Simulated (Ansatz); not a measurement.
# Te2Mo in Ansatz: notebook

The runs below take Te2Mo through relaxation of cell and atoms, single point, with BLYP, PBE, PBEsol+D3(BJ), PBEsol+D4.

Everything below comes from runs of Ansatz 0.2.0. Logs are shortened: lines on timing, memory, paths and dates and some standing lists are left out, and cuts for length are marked.

### Step 1. The structure

The cell holds a slab with vacuum, 6 atoms: a = 6.362 Å, b = 3.480 Å, c = 36.176 Å, α = 90.00°, β = 90.14°, γ = 90.00°.

### Step 2. Relaxation of cell and atoms, BLYP

Contents of input.yaml:

```yaml
crystal:
  lattice:
    - [6.3616090156, 0.0, 0.0]
    - [0.0, 3.48040306, 0.0]
    - [-0.0857412231, 0.0, 36.1758904685]
  atoms:
    - { symbol: Te, position: [0.4292511, 0.75, 0.54070358] }
    - { symbol: Te, position: [0.5707489, 0.25, 0.45929642] }
    - { symbol: Te, position: [0.92084787, 0.25, 0.55652732] }
    - { symbol: Te, position: [0.07915213, 0.75, 0.44347268] }
    - { symbol: Mo, position: [0.18134756, 0.25, 0.49746537] }
    - { symbol: Mo, position: [0.81865244, 0.75, 0.50253463] }
hamiltonian:
  xc: blyp
  pseudopotentials: { kind: paw }
kpoints:
  mp_grid: { grid: [4, 8, 1] }
scf:
  occupations: { method: fermi_dirac, width: 0.05 }
output:
  forces: true
  stress: true
  write_density: true
  write_potential: true
  elf: true
  volumetric_format: npy
relax:
  f_tol: 0.01
  max_steps: 40
  cell: { stress_tol: 0.05 }
```

Potentials or basis: Ansatz PAW.

Launch:

```sh
$ ansatz run input.yaml --threads 2 --pin off --max-ram 5632MiB --backend cpu --events-out ev --progress --plain --runs-dir out
```

The program printed:

```text
Warning: RAYON_NUM_THREADS=2 ignored (pool sized by the plan → 2); use --threads N
Engine: ansatz 0.2.0, x86_64-unknown-linux-gnu
Pseudopotentials: kind: paw
Pseudopotential: Te, paw, valence charge 16, recommended cutoff 420 eV (normal), Te.paw.azcp
Pseudopotential: Mo, paw, valence charge 14, recommended cutoff 420 eV (normal), Mo.paw.azcp
Functional definition: BLYP
  parameter beta = 0.0042
  parameter a = 0.04918
  parameter b = 0.132
  parameter c = 0.2533
  parameter d = 0.349
  exchange = b88_x(beta = beta)
  correlation = lyp_c(a = a, b = b, c = c, d = d)
Crystal: 6 atoms, lattice volume = 800.969 Å³
Basis set: ecut = 420 eV, 15635 PW (Γ), exchange–correlation on 90×48×486 points (8 copies of the dense FFT grid, shifted against one another)
Bands: 56, of which v1, the nominal top of the filled ones, is band 46 counted from 1 (45 counted from 0)
Symmetry: 4 space group operations
Space group: P21/m (ITA 11), of the structure as read, at distance tolerance 9.3e-5 Å
k-points: 15 of 32
Non-local potential: Te, projectors of the file, l = 0: 2, l = 1: 2, l = 2: 2, l = 3: 2
Non-local potential: Mo, projectors of the file, l = 0: 3, l = 1: 2, l = 2: 2, l = 3: 1
PAW form: soft (Blöchl's): semilocal exchange-correlation on the pseudo side does not see the compensation charge
PAW frozen core: Te, regenerated for the run's functional, and the local potential with it (the file was generated under x = pbe(κ = 0.804, μ = 0.2195149727645171), c = pbe(β = 0.06672455060314922))
PAW frozen core: Mo, regenerated for the run's functional, and the local potential with it (the file was generated under x = pbe(κ = 0.804, μ = 0.2195149727645171), c = pbe(β = 0.06672455060314922))
PAW one-centre angular grid: Te, 590 points (default); XC on 64 Gauss nodes
PAW one-centre angular grid: Mo, 590 points (default); XC on 64 Gauss nodes
Initial density: superposition of atomic densities (neutral atoms: chi_scale 0, normalization atom), corrected by the library's trained network
Initial wavefunctions: pseudopotential atomic-orbital guess
Functional: x = b88, c = lyp
SCF iter   1: F=—  HF=-37928.115037 eV  |F-HF|=—  |Δ(HF+E_count)|=         —  Δρ=3.85e-3  dr2=3.42e-1  ethr=1.77e-3  ⟨swp⟩=8.1  Hψ=3223  notcnv=0  defer=1
preconditioner: auto → LDOS  [metal: Δε(μ)=0.158 eV  Ē_g=6.734 eV  σ=0.050 eV  W_gap=0.47  n_scr=72 (ndim 8)  ℏωp=7.9 eV  f_vac=0.785  D(μ)=0.92/eV (n_scr^D=4)  β→1.0]
SCF iter   2: F=—  HF=-37928.285191 eV  |F-HF|=—  |Δ(HF+E_count)|=   1.70e-1  Δρ=6.35e-3  dr2=1.83e0  ethr=3.72e-4  ⟨swp⟩=5.5  Hψ=2229  notcnv=0  defer=30  recentre
SCF iter   3: F=—  HF=-37928.090421 eV  |F-HF|=—  |Δ(HF+E_count)|=   1.95e-1  Δρ=2.05e-3  dr2=1.08e-1  ethr=3.72e-4  ⟨swp⟩=6.1  Hψ=2350  notcnv=0  defer=32
SCF iter   4: F=—  HF=-37928.086907 eV  |F-HF|=—  |Δ(HF+E_count)|=   3.51e-3  Δρ=2.87e-4  dr2=7.16e-4  ethr=1.17e-4  ⟨swp⟩=3.4  Hψ=1439  notcnv=0  defer=33
SCF iter   5: F=—  HF=-37928.087728 eV  |F-HF|=—  |Δ(HF+E_count)|=   8.20e-4  Δρ=8.69e-5  dr2=4.40e-5  ethr=7.78e-7  ⟨swp⟩=3.0  Hψ=1688  notcnv=0  defer=33
[... 89 lines left out ...]
WARN: The output density's exchange-correlation potential varies sharply where the density is thin. Do not read a vacuum level from v_tot or v_xc, or from such a field of the output density. On a cell that repeats whose density bears no net charge and no dipole along the vacuum's axis use v_es (v_loc + v_h of the components); under efield.dipole_correction with no amplitude use v_es + v_field, which holds any external_charges[].barrier, or the levels of the report's work_function block, which leave it out; under a non-zero efield.amplitude the vacuum is tilted and has no level; on a cell that repeats and bears such a dipole with no correction it is tilted too, and efield.dipole_correction with no amplitude gives each side of its ramp a level where efield: is served; in a cell that repeats whose density bears a net charge (total_charge, or a fill off its count) it is curved and has none; of a slab under crystal.periodic whose density bears no net charge use v_es, which has a level on each side, short of where the two are joined; of another it falls or rises all the way out and has none; of a slab beside external_charges read slab_vacuum_level instead, which it has where they leave it neutral. The grid or the basis barely resolves most such structure, and the values can differ between equally converged runs; as a rule a tighter scf.convergence.dr2_threshold does not remove it. Where the density itself ripples (under the LDA too) a higher basis.ecutwfc lessens it. The files hold the spikes' plane waves up to the density's cutoff. Files: v_tot_of_output_density and the like, and their columns of v_z.tsv (output.write_potential); v_xc_of_output_density and the like, and their columns of v_comp_z.tsv (output.write_potential_components). Measured: with its Gaussian average of σ = 0.25 Å subtracted twice, the exchange-correlation potential is over 0.1 eV at 10 of the grid points where the equally averaged density (valence and model cores) is under 1e-3 e/Å³, and 0.106 eV at the most among them, at an averaged density of 9.7e-4 e/Å³. The input density's (outcome.potential() and, of a run that writes arrays, v_tot and v_xc) is over 0.1 eV, so measured, at 16 points of its own thin density, 0.109 eV at the most. See output.write_potential in the manual, Limitations
SCF converged after 9 iterations
Free energy (F): -37928.280018 eV
Harris-Foulkes:  -37928.280018 eV  (|F-HF|=3.25e-9)
Internal energy: -37928.270975 eV  (E = F + TS)
E sigma→0 (E₀):  -37928.275496 eV
Entropy (-TS):   -0.009043 eV (-1.507 meV/atom)
Fermi energy:    -1.406554 eV
--- Per-component energies (eV) ---
  E_band       = -2411.917657
  E_kinetic    = 1604.661384
  E_local      = -149098.953682  (includes V_loc(G=0)·N_el)
  E_nonlocal   = -961.298299
  E_hartree    = 74347.358654
  E_xc         = -848.369512
  E_vxc        = -852.295989  (∫ρ·V_xc dr)
  E_paw        = -25161.971052  (= ΣΔE_a)
  E_vpaw       = -1798.748931  (= ΣTr[D̂ρ^β])
  E_aug_tail   = -0.000774  (compensation charges beyond the density's cutoff)
  E_ewald      = 62190.235794
  E_core_change = 0.066513  (= ΣΔE_core)
  E_smearing   = -0.009043  (= −TS)
  E_closure    = -0.000000  (closes the sum)
  Σ components = -37928.280018   (vs F -37928.280018, Δ=0.00e0)
--- Forces (eV/Å), atoms counted from 1 ---
  atom   1  Te    -0.00042828     0.00000000     0.00062464
  atom   2  Te     0.00042828    -0.00000000    -0.00062464
  atom   3  Te    -0.00178310     0.00000000    -0.00155026
  atom   4  Te     0.00178310    -0.00000000     0.00155026
  atom   5  Mo     0.00051737     0.00000000    -0.00439537
  atom   6  Mo    -0.00051737    -0.00000000     0.00439537
  max |Σ_I F_I| component: 8.67e-19 eV/Å
--- Stress (GPa, compression-positive) ---
       -0.000302      -0.000000      -0.001659
       -0.000000      -0.001639       0.000000
       -0.001659       0.000000      -0.000734
  P = ⅓ Tr σ = -0.0009 GPa (-0.009 kbar)
--- Band table (eV; the first three rows and the last of 15) ---
  k-point 0: bands = ["-62.4707", "-62.4290", "-38.0863", "-38.0807", "-38.0737", "-38.0731", "-38.0469", "-38.0409", "-38.0263", "-38.0151", "-38.0062", "-38.0042", "-37.9149", "-37.9128", "-37.9043", "-37.9025", "-37.8564", "-37.8480", "-37.8092", "-37.8033", "-37.7955", "-37.7923", "-36.6499", "-36.6254", "-36.5577", "-36.5000", "-36.3870", "-36.2839", "-13.7220", "-12.9158", "-12.2278", "-12.0178", "-6.3892", "-5.8922", "-5.4816", "-4.9267", "-3.7744", "-3.7473", "-3.6130", "-2.9891", "-2.8825", "-2.5281", "-2.1434", "-2.0314", "-1.6142", "-1.3594", "-0.7237", "-0.5469", "0.2028", "0.5438", "0.6930", "1.6198", "1.6318", "1.6579", "2.4560", "2.8118"]
  k-point 1: bands = ["-62.4687", "-62.4301", "-38.0844", "-38.0785", "-38.0741", "-38.0739", "-38.0476", "-38.0420", "-38.0258", "-38.0154", "-38.0064", "-38.0045", "-37.9127", "-37.9108", "-37.9053", "-37.9035", "-37.8568", "-37.8491", "-37.8091", "-37.8035", "-37.7952", "-37.7921", "-36.6504", "-36.6378", "-36.5515", "-36.5073", "-36.3820", "-36.2858", "-13.5742", "-12.8258", "-12.1670", "-11.9337", "-6.2324", "-5.7218", "-5.4348", "-4.8740", "-4.0181", "-3.9210", "-3.6234", "-3.3609", "-2.9264", "-2.5873", "-2.2759", "-2.1797", "-1.6874", "-1.5428", "-1.3911", "-0.2353", "0.3277", "0.4319", "0.5474", "0.8442", "1.2295", "1.6528", "2.7243", "3.0110"]
  k-point 2: bands = ["-62.4630", "-62.4335", "-38.0813", "-38.0768", "-38.0730", "-38.0729", "-38.0495", "-38.0447", "-38.0243", "-38.0163", "-38.0066", "-38.0051", "-37.9082", "-37.9082", "-37.9053", "-37.9052", "-37.8575", "-37.8518", "-37.8088", "-37.8042", "-37.7943", "-37.7918", "-36.6648", "-36.6586", "-36.5371", "-36.5170", "-36.3697", "-36.2937", "-13.1576", "-12.5826", "-12.0211", "-11.7421", "-5.8531", "-5.5263", "-5.1549", "-4.8143", "-4.7118", "-4.1039", "-4.0311", "-3.8862", "-3.2614", "-2.9935", "-2.9193", "-2.5631", "-2.1122", "-1.7157", "-1.1865", "-0.4260", "0.1565", "0.3655", "0.5523", "0.5625", "1.3337", "1.5663", "3.2379", "3.5391"]
  k-point 14: bands = ["-62.4467", "-62.4467", "-38.0810", "-38.0810", "-38.0662", "-38.0662", "-38.0506", "-38.0506", "-38.0202", "-38.0202", "-38.0062", "-38.0062", "-37.9098", "-37.9098", "-37.8992", "-37.8992", "-37.8570", "-37.8570", "-37.8061", "-37.8061", "-37.7921", "-37.7921", "-36.6986", "-36.6986", "-36.5129", "-36.5129", "-36.3281", "-36.3281", "-12.1390", "-12.1390", "-11.7674", "-11.7674", "-6.5010", "-6.5010", "-5.5035", "-5.5035", "-4.4533", "-4.4533", "-3.5493", "-3.5493", "-3.3919", "-3.3919", "-2.9547", "-2.9547", "-2.1111", "-2.1111", "-0.4601", "-0.4601", "0.4447", "0.4447", "0.8155", "0.8155", "1.7362", "1.7362", "3.0367", "3.0367"]
--- Relaxed structure (6 steps of the walk, 5 accepted, 1 SCFs on fresh bases) ---
  F+E_penalty+E_count = -37928.28001763 eV   max|allowed force component| = 4.395e-3 eV/Å   (the final SCF, on the basis selected at the relaxed cell)
  cell:  # Å, volume = 847.3398 Å³
    - [6.501470686175938, 0.0, -0.0040723587113286564]
    - [0.0, 3.5980626253327292, 0.0]
    - [-0.11078411916588338, 0.0, 36.222474987950804]
  atoms:
    - { symbol: Te, position: [0.42709424425558234, 0.7499999999999999, 0.541172560355609] }
    - { symbol: Te, position: [0.5729057557444177, 0.24999999999999997, 0.45882743964439116] }
    - { symbol: Te, position: [0.9198315635208293, 0.24999999999999997, 0.5571318722504879] }
    - { symbol: Te, position: [0.08016843647917084, 0.7499999999999999, 0.4428681277495124] }
    - { symbol: Mo, position: [0.18085760158826023, 0.24999999999999997, 0.49730974375886744] }
    - { symbol: Mo, position: [0.81914239841174, 0.7499999999999999, 0.5026902562411327] }
```

It took 4.5 min on 2 threads of Intel Xeon at 2.50GHz (Skylake/Cascade Lake), shared host; peak memory 1.4 GiB.

What came out:

| Property | Result |
| --- | --- |
| Free energy | -37928.2800 eV |
| Relaxed volume | 141.22 Å³/atom |
| Relaxed cell | a = 6.501 Å, b = 3.598 Å, c = 36.223 Å, α = 90.00°, β = 90.21°, γ = 90.00° |
| Space group after relaxing (to 0.05 Å) | P2_1/m (No. 11) |
| Energy gained by relaxing | 32.0 meV/atom |
| Ionic steps | 6 |
| Largest force after relaxing | 0.004 eV/Å |
| Band gap on the k mesh | none (metal or under the smearing width) |

Forces on the atoms (eV/Å):
```
Te   0.000  0.000  0.001
Te   0.000  0.000 -0.001
Te  -0.002  0.000 -0.002
Te   0.002  0.000  0.002
Mo   0.001  0.000 -0.004
Mo  -0.001  0.000  0.004
```

Step by step:
| step | energy change (eV) | largest force (eV/Å) | volume (Å³) |
| --- | --- | --- | --- |
| 1 | 0.0000 | 0.8283 | 800.97 |
| 2 | -0.1717 | 0.1071 | 828.47 |
| 3 | -0.1894 | 0.0573 | 845.93 |
| 4 | -0.1903 | 0.0160 | 847.15 |
| 5 | -0.1904 | 0.0044 | 847.34 |
| 6 | -0.1920 | 0.0044 | 847.34 |

Final structure:
```
Te Mo
1.0
     6.50147    0.00000   -0.00407
     0.00000    3.59806    0.00000
    -0.11078    0.00000   36.22247
Te Mo
4 2
Direct
  0.42709 0.75000 0.54117
  0.57291 0.25000 0.45883
  0.91983 0.25000 0.55713
  0.08017 0.75000 0.44287
  0.18086 0.25000 0.49731
  0.81914 0.75000 0.50269
```

Caveat: the plane-wave basis is chosen anew once the cell has moved, so the energies of steps on either side of that aren't comparable; the PAW data sets come from PBE, with cores solved anew for the run's functional, which leaves a small shift of forces and pressure.

### Step 3. Single point, PBE

Changes to input.yaml since step 2:

```diff
@@ -13,3 +13,3 @@
 hamiltonian:
-  xc: blyp
+  xc: pbe
   pseudopotentials: { kind: paw }
@@ -18,3 +18,3 @@
 scf:
-  occupations: { method: fermi_dirac, width: 0.05 }
+  occupations: { method: gaussian, width: 0.012 }
 output:
@@ -22,9 +22,2 @@
   stress: true
-  write_density: true
-  write_potential: true
-  elf: true
-  volumetric_format: npy
-relax:
-  f_tol: 0.01
-  max_steps: 40
-  cell: { stress_tol: 0.05 }
+  eigenvalues: true
```

Potentials or basis: Ansatz PAW.

Launch:

```sh
$ ansatz run input.yaml --threads 2 --pin off --max-ram 5632MiB --backend cpu --events-out ev --progress --plain --runs-dir out
```

Run time: 34 s. Hardware: 2 threads of Intel Xeon at 2.50GHz (Skylake/Cascade Lake), shared host; peak memory 1.3 GiB.

It converged, with:

| Property | Result |
| --- | --- |
| Free energy | -37833.3725 eV |
| Largest force | 0.251 eV/Å |
| Band gap on the k mesh | none (metal or under the smearing width) |

Forces in eV/Å, atoms in the order of the input:
```
Te   0.047  0.000  0.065
Te  -0.047  0.000 -0.065
Te  -0.016  0.000  0.250
Te   0.016  0.000 -0.250
Mo   0.062  0.000  0.021
Mo  -0.062  0.000 -0.021
```

Stress tensor (GPa, compression positive):
```
0.11 0.00 0.01
0.00 0.02 0.00
0.01 0.00 0.24
```

Levels at points of the mesh, in eV from the Fermi level:
```tsv
k point	band 43	band 44	band 45	band 46	band 47	band 48	band 49	band 50
(0.00, 0.00, 0.00)	-0.94	-0.59	-0.30	0.17	0.65	1.07	1.71	2.13
(0.00, -0.50, 0.00)	-1.60	-1.60	-1.39	-1.39	1.18	1.18	1.45	1.45
(-0.50, 0.00, 0.00)	-1.25	-0.81	-0.77	-0.65	0.11	1.08	1.46	1.82
(-0.50, -0.50, 0.00)	-1.71	-1.71	-0.85	-0.85	1.10	1.10	1.90	1.90
```

(Part 1 of 3 ends here.)
